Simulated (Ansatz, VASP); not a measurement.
**One calculation of CdTe, two programs**

```xyz
2
Lattice="0.0000 3.0444 3.0444 3.0444 0.0000 3.0444 3.0444 3.0444 0.0000" Properties=species:S:1:pos:R:3 pbc="T T T"
Cd    0.0000    0.0000    0.0000
Te    3.0444    3.0444    3.0444
```

Alike in both runs: task single point; functional r2SCAN; k mesh 6 × 6 × 6; occupations gaussian, width 0.05 eV; no spin polarisation.

```csv
,VASP,Ansatz
version,VASP 6.6.1,Ansatz 0.2.0
potentials or method,"VASP PAW PBE potentials, release 64 (Cd, Te)",plane waves
plane-wave cutoff (eV),520,500
valence electrons in the cell,18,36
```

|  | VASP | Ansatz | Ansatz less VASP |
| --- | --- | --- | --- |
| pressure (GPa) | 0.2 | 0.0 | -0.20 |

The two sets of potentials don't hold the same shells in valence.

Caveats: the PAW data sets were made with another functional, which shifts forces and pressure a little (VASP). The runs have no spin-orbit coupling, so splittings on Te are missing.
